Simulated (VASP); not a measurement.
Te, 3 atoms in the cell. Symmetry: P3_121, No. 152, trigonal system. The conventional cell has a = 4.559 Å, b = 4.559 Å, c = 6.072 Å, α = 90.00°, β = 90.00°, γ = 120.00°. Te (site symmetry 2) is surrounded by 2 Te at 2.91 Å.  The cell isn't the ideal one: a relaxed cell with its volume scaled by 1.06.

| Quantity | Value |
| --- | --- |
| Program | VASP 6.6.1 |
| Task | relaxation of shape and atoms at fixed volume |
| Functional | r2SCAN |
| Dispersion | rVV10 |
| Potentials or basis | VASP PAW PBE potentials, release 64 (Te) |
| Cutoff | 600 eV |
| k mesh | 9 × 9 × 6 |
| Occupations | gaussian, width 0.03 eV |
| Spin | no spin polarisation |
| Further INCAR settings | ALGO = Normal; EDIFF = 1e-07; IBRION = 2; EDIFFG = -0.01; NSW = 40; ISIF = 4 |

Potentials or basis: VASP PAW PBE potentials, release 64 (Te).

Launch:

```console
$ cat potpaw_PBE.64/Te/POTCAR > POTCAR
$ mpirun -np 1 vasp_std > vasp.out
```

Hardware: 1 thread of AMD EPYC 9R45 (Zen 5) (shared host).

Task: How long does it take, and how much memory?

Result: Run time: 21 min on 1 thread of AMD EPYC 9R45 (Zen 5), on a shared host, peak memory 0.51 GiB. Counts: scf iterations 66, k points 62, ion steps 6.
